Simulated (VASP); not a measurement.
# W (Fm-3m) in VASP: further runs

One crystal, W, is run at these levels: LDA; tasks: single point, relaxation of cell and atoms.

Everything below comes from runs of VASP 6.6.1. Logs are shortened: lines on timing, memory, paths and dates and some standing lists are left out, and cuts for length are marked.

### Step 1. The structure

It takes space group Fm-3m (No. 225, cubic). Conventional cell: a = 3.974 Å, b = 3.974 Å, c = 3.974 Å, α = 90.00°, β = 90.00°, γ = 90.00°. W (site symmetry m-3m) has 12 W at 2.81 Å as nearest neighbours.

The cell was built by a generator and needn't be a form met in nature.

### Step 2. Single point, LDA

Contents of INCAR:

```
SYSTEM = W
ALGO = Normal ; EDIFF = 1E-6
ENCUT = 520 ; GGA = CA
ISIF = 2 ; ISMEAR = -1
LASPH = .True. ; LCHARG = .True.
LELF = .True. ; LREAL = .False.
LVHAR = .True. ; LWAVE = .False.
NBANDS = 13 ; NELM = 100
PREC = Accurate ; SIGMA = 0.1
```

Contents of KPOINTS:

```
k-points
0
Gamma
  14 14 14
  0 0 0
```

Contents of POSCAR:

```
W
1.0
    0.0000000000      1.9871056548      1.9871056548
    1.9871056548      0.0000000000      1.9871056548
    1.9871056548      1.9871056548      0.0000000000
W
1
Direct
    0.0000000000      0.0000000000      0.0000000000
```

Potentials or basis: VASP PAW LDA potentials, release 64 (W_sv).

Run with:

```bash
> cat potpaw_LDA.64/W_sv/POTCAR > POTCAR
> mpirun -np 1 vasp_std > vasp.out
```

OUTCAR:

```text
SYSTEM = W
   EDIFF = 1E-6
   ENCUT = 520
   GGA = CA
   ISIF = 2
   ISMEAR = -1
   LASPH = .True.
   LREAL = .False.
   NELM = 100
   PREC = Accurate

 ion  position               nearest neighbor table
   1  0.000  0.000  0.000-

  LATTYP: Found a face centered cubic cell.
 ALAT       =     3.9742113096

  Lattice vectors:

 A1 = (   0.0000000000,   1.9871056548,   1.9871056548)
 A2 = (   1.9871056548,   0.0000000000,   1.9871056548)
 A3 = (   1.9871056548,   1.9871056548,   0.0000000000)

Analysis of symmetry for initial positions (statically):
=====================================================================
 Subroutine PRICEL returns:
 Original cell was already a primitive cell.

 Routine SETGRP: Setting up the symmetry group for a
 face centered cubic supercell.

 Subroutine GETGRP returns: Found 48 space group operations
 (whereof 48 operations were pure point group operations)
 out of a pool of 48 trial point group operations.

The static configuration has the point symmetry O_h .

Analysis of symmetry for dynamics (positions and initial velocities):
=====================================================================
 Subroutine PRICEL returns:
 Original cell was already a primitive cell.

 Routine SETGRP: Setting up the symmetry group for a
 face centered cubic supercell.

 Subroutine GETGRP returns: Found 48 space group operations
 (whereof 48 operations were pure point group operations)
 out of a pool of 48 trial point group operations.

The dynamic configuration has the point symmetry O_h .

 Subroutine INISYM returns: Found 48 space group operations
 (whereof 48 operations are pure point group operations),
 and found     1 'primitive' translations

----------------------------------------------------------------------------------------

                                     Primitive cell

  volume of cell :      15.6925

  direct lattice vectors                    reciprocal lattice vectors
     0.000000000  1.987105655  1.987105655    -0.251622252  0.251622252  0.251622252
     1.987105655  0.000000000  1.987105655     0.251622252 -0.251622252  0.251622252
     1.987105655  1.987105655  0.000000000     0.251622252  0.251622252 -0.251622252

  length of vectors
     2.810191767  2.810191767  2.810191767     0.435822525  0.435822525  0.435822525

  position of ions in fractional coordinates (direct lattice)
     0.000000000  0.000000000  0.000000000

  ion indices of the primitive-cell ions
   primitive index   ion index
                 1           1

----------------------------------------------------------------------------------------

 KPOINTS: k-points

Automatic generation of k-mesh.
 Grid dimensions read from file:
 generate k-points for:   14   14   14

 Generating k-lattice:

  Cartesian coordinates                     Fractional coordinates (reciprocal lattice)
    -0.017973018  0.017973018  0.017973018     0.071428571  0.000000000  0.000000000
     0.017973018 -0.017973018  0.017973018     0.000000000  0.071428571  0.000000000
     0.017973018  0.017973018 -0.017973018     0.000000000  0.000000000  0.071428571

  Length of vectors
     0.031130180  0.031130180  0.031130180

  Shift w.r.t. Gamma in fractional coordinates (k-lattice)
     0.000000000  0.000000000  0.000000000

 Subroutine IBZKPT returns following result:
 ===========================================

 Found    104 irreducible k-points:

 Following reciprocal coordinates:
            Coordinates               Weight
  0.000000  0.000000  0.000000      1.000000
  0.071429  0.000000  0.000000      8.000000
  0.142857  0.000000  0.000000      8.000000
  0.214286  0.000000  0.000000      8.000000
  0.285714  0.000000  0.000000      8.000000
  0.357143  0.000000  0.000000      8.000000
[... 16 lines left out ...]
  0.214286  0.142857  0.000000     24.000000
  0.285714  0.142857  0.000000     24.000000
 [... further k-points ...]
   k-points           NKPTS =    104   k-points in BZ     NKDIM =    104   number of bands    NBANDS=     13
   number of dos      NEDOS =    301   number of ions     NIONS =      1
   total plane-waves  NPLWV =  13824
   dimension x,y,z NGX =    24 NGY =   24 NGZ =   24
   dimension x,y,z NGXF=    48 NGYF=   48 NGZF=   48
   ions per type =               1
   NGX,Y,Z   is equivalent  to a cutoff of  14.20, 14.20, 14.20 a.u.
   NGXF,Y,Z  is equivalent  to a cutoff of  28.40, 28.40, 28.40 a.u.
 SYSTEM =  W
   PREC   = accura    normal or accurate (medium, high low for compatibility)
   ISTART =      0    job   : 0-new  1-cont  2-samecut
   ICHARG =      2    charge: 1-file 2-atom 10-const
   ISPIN  =      1    spin polarized calculation?
   LNONCOLLINEAR =      F non collinear calculations
   LSORBIT =      F    spin-orbit coupling
   LASPH  =      T    aspherical Exc in radial PAW
   ENCUT  =  520.0 eV  38.22 Ry    6.18 a.u.   5.23  5.23  5.23*2*pi/ulx,y,z
   NELM   =    100;   NELMIN=  2; NELMDL= -5     # of ELM steps
   EDIFF  = 0.1E-05   stopping-criterion for ELM
   LREAL  =      F    real-space projection
   EDIFFG = 0.1E-04   stopping-criterion for IOM
   NSW    =      0    number of steps for IOM
   IBRION =     -1    ionic relax: 0-MD 1-quasi-New 2-CG
   NFREE  =      0    steps in history (QN), initial steepest desc. (CG)
   ISIF   =      2    stress and relaxation
   ISYM   =      2    0-nonsym 1-usesym 2-fastsym
   POTIM  = 0.5000    time-step for ionic-motion
   TEBEG  =    0.0;   TEEND  =   0.0 temperature during run
   PSTRESS=    0.0 pullay stress
   NELECT =      14.0000    total number of electrons
   NUPDOWN=      -1.0000    fix difference up-down
   EMIN   =  10.00;   EMAX   =-10.00  energy-range for DOS
   EFERMI =   0.00;   METHOD = LEGACY
   ISMEAR =    -1;   SIGMA  =   0.10  broadening in eV -4-tet -1-fermi 0-gaus
   EFERMI_NEDOS =   21; number of points for ismear=-14 and -15
   IALGO  =     38    algorithm
   IMIX   =      4    mixing-type and parameters
     AMIX     =   0.40;   BMIX     =  1.00
     AMIX_MAG =   1.60;   BMIX_MAG =  1.00
  volume/ion in A,a.u.               =      15.69       105.90
  Fermi-wavevector in a.u.,A,eV,Ry     =   1.575989  2.978188 33.793358  2.483742
  Thomas-Fermi vector in A             =   2.676890
   LORBIT       =      0    0 simple, 1 ext, 2 COOP (PROOUT), +10 PAW based schemes
   GGA     = CA    functional components
   LHFCALC =     F    Hartree Fock is set to
   AEXX    =    0.0000 exact exchange contribution
   IVDW    =     0    specifies the selected vdW correction
   LEPSILON=     F    determine dielectric tensor
   LRPA    =     F    only Hartree local field effects (RPA)
 non-spin polarized calculation
  energy-cutoff  :      520.00
  volume of cell :       15.69
 maximum number of plane-waves:       444
 NGX is ok and might be reduce to    24
   NGX = 11   NGY = 11   NGZ = 11

 number of electron      13.9999999 magnetization

 Free energy of the ion-electron system (eV)
  ---------------------------------------------------
  ext. energy  EPLUGINS =         0.00000000
  ---------------------------------------------------
  free energy    TOTEN  =       -13.63056935 eV

  energy without entropy =      -13.59260515  energy(sigma->0) =      -13.61158725

 E-fermi :  10.9709     XC(G=0): -13.8750

 val. band max:       10.9699968691   @ k =   0.2857   0.0714   0.0000
 cond. band min:      11.0008820495   @ k =  -0.2143   0.0714   0.0000
 fundamental gap:      0.0308851804
 Fermi energy:        10.9709163115

 k-point     1 :       0.0000    0.0000    0.0000
  band No.  band energies     occupation
      1     -62.1602      2.00000
      2     -25.9737      2.00000
      3     -25.9737      2.00000
      4     -25.9737      2.00000
      5       1.8566      2.00000
      6      10.3424      1.99628
      7      10.3424      1.99628
      8      10.3424      1.99628
      9      13.6373      0.00000
     10      13.6373      0.00000
     11      23.9119      0.00000
     12      29.2868      0.00000
     13      29.2868      0.00000

 k-point     2 :       0.0714    0.0000    0.0000
  band No.  band energies     occupation
      1     -62.1537      2.00000
      2     -26.0462      2.00000
      3     -25.9828      2.00000
      4     -25.9828      2.00000
      5       2.0939      2.00000
      6      10.1626      1.99938
      7      10.4525      1.98885
      8      10.4525      1.98885
      9      13.5346      0.00000
     10      13.5346      0.00000
     11      24.3849      0.00000
     12      28.3564      0.00000
     13      29.7325      0.00000

 k-point     3 :       0.1429    0.0000    0.0000
  band No.  band energies     occupation
      1     -62.1352      2.00000
      2     -26.2459      2.00000
      3     -26.0082      2.00000
      4     -26.0082      2.00000
      5       2.7578      2.00000
      6       9.7497      1.99999
      7      10.7051      1.86897
      8      10.7051      1.86897
      9      13.3582      0.00000
     10      13.3582      0.00000
     11      25.4556      0.00000
     12      26.9853      0.00000
     13      30.9974      0.00000
[... 305 lines left out ...]
 k-point    23 :       0.2143    0.1429    0.0000
  band No.  band energies     occupation
      1     -62.1068      2.00000
      2     -26.4200      2.00000
      3     -26.1146      2.00000
      4     -26.1036      2.00000
      5       3.7859      2.00000
      6       8.8122      2.00000
      7      11.1479      0.29103
      8      11.4593      0.01502
      9      12.1418      0.00002
     10      14.2802      0.00000
     11      27.1878      0.00000
     12      27.8124      0.00000
     13      30.6907      0.00000

 k-point    24 :       0.2857    0.1429    0.0000
  band No.  band energies     occupation
      1     -62.0807      2.00000
      2     -26.6670      2.00000
      3     -26.1601      2.00000
      4     -26.1465      2.00000
      5       4.6964      2.00000
      6       8.5406      2.00000
      7      10.5334      1.97513
      8      11.5777      0.00462
      9      13.0461      0.00000
     10      14.7653      0.00000
     11      25.9691      0.00000
     12      29.1240      0.00000
     13      31.4848      0.00000

 [... further k-points ...]
[... 5 lines left out ...]
  --------------------------------------------------------------------------------------
  -------------------------------------------------------------------------------------
  Total        0.1801253      0.1801253      0.1801253      0.0000000      0.0000000      0.0000000
  in kB       18.3904518     18.3904518     18.3904518      0.0000000      0.0000000      0.0000000
  external PRESSURE =      18.3904518 kB  Pullay stress =       0.0000000 kB

 VOLUME and BASIS-vectors are now :
 -----------------------------------------------------------------------------
  energy-cutoff  :      520.00
  volume of cell :       15.69
      direct lattice vectors                 reciprocal lattice vectors
     0.000000000  1.987105655  1.987105655    -0.251622252  0.251622252  0.251622252
     1.987105655  0.000000000  1.987105655     0.251622252 -0.251622252  0.251622252
     1.987105655  1.987105655  0.000000000     0.251622252  0.251622252 -0.251622252

 POSITION                                       TOTAL-FORCE (eV/Angst)
 -----------------------------------------------------------------------------------
      0.00000      0.00000      0.00000        -0.000000     -0.000000     -0.000000
 -----------------------------------------------------------------------------------
    total drift:                                0.000000      0.000000      0.000000

  FREE ENERGIE OF THE ION-ELECTRON SYSTEM (eV)
  ---------------------------------------------------
  free  energy   TOTEN  =       -13.6305693498 eV

  energy  without entropy=      -13.5926051549  energy(sigma->0) =      -13.61158725
```

It took 10 s on 1 thread of Intel Xeon Platinum 8488C (Sapphire Rapids), shared host; peak memory 0.14 GiB.

What came out:

```yaml
Free_energy: -13.6306 eV
Pressure: 1.8 GPa
Band_gap_on_the_k_mesh: none (metal or under the smearing width)
```

Spin-orbit coupling is left out, which matters for the levels of W.

### Step 3. Relaxation of cell and atoms, LDA

This run uses another cell than the first one, of 15.85 Å³/atom, 1.010 times its volume.

Contents of INCAR:

```
  PREC = Accurate
  ENCUT = 600
  EDIFF = 1E-6
  ISMEAR = -1
  SIGMA = 0.1
  LREAL = F
  LASPH = T
  NELM = 100
  ALGO = Normal
  ISIF = 3
  LWAVE = F
  LCHARG = F
  GGA = CA
  IBRION = 2
  NSW = 80
  EDIFFG = -0.01
```

Contents of KPOINTS:

```
Automatic mesh
0
Gamma
  14 14 14
```

Contents of POSCAR:

```
W
1.0
    0.0000000000      1.9936234741      1.9936234741
    1.9936234741      0.0000000000      1.9936234741
    1.9936234741      1.9936234741      0.0000000000
W
1
Direct
    0.0000000000      0.0000000000      0.0000000000
```

Potentials or basis: VASP PAW LDA potentials, release 64 (W_sv).

Run with:

```bash
> cat potpaw_LDA.64/W_sv/POTCAR > POTCAR
> mpirun -np 1 vasp_std > vasp.out
```

It took 17 s on 1 thread of Intel Xeon Platinum 8488C (Sapphire Rapids), shared host; peak memory 0.14 GiB.

The run converged. Its results:

```yaml
Free_energy: -13.6312 eV
Relaxed_volume: 15.79 Å³/atom
Relaxed_cell: a = 2.816 Å, b = 2.816 Å, c = 2.816 Å, α = 60.00°, β = 60.00°, γ = 60.00°
Space_group_after_relaxing_to_0.05_Å: Fm-3m (No. 225)
Energy_gained_by_relaxing: 0.2 meV/atom
Ionic_steps: 3
Pressure_after_relaxing: 0.0 GPa
Band_gap_on_the_k_mesh: none (metal or under the smearing width)
```

Step by step:
```csv
step,energy change (eV),largest force (eV/Å),pressure (GPa),volume (Å³)
1,0.0000,0.0000,-1.19,15.85
2,0.0025,0.0000,4.26,15.58
3,-0.0002,0.0000,-0.01,15.79
```

Final structure:
```yaml
crystal:
  lattice:
    - [0.00000, 1.99109, 1.99109]
    - [1.99109, 0.00000, 1.99109]
    - [1.99109, 1.99109, 0.00000]
  atoms:
    - { symbol: W, position: [0.00000, 0.00000, 0.00000] }
```

Levels at points of the mesh, in eV from the Fermi level:
```
           k point  band 3  band 4  band 5  band 6  band 7  band 8  band 9  band 10  band 11
(0.00, 0.00, 0.00)  -36.96  -36.96   -9.08   -0.62   -0.62   -0.62    2.65     2.65    12.93
(0.50, 0.00, 0.00)  -37.14  -37.14   -5.77   -0.87   -0.87    0.93    5.29     5.29    10.90
(0.50, 0.50, 0.00)  -37.44  -37.44   -5.74   -4.75    3.44    5.24    6.09     6.09    12.16
```
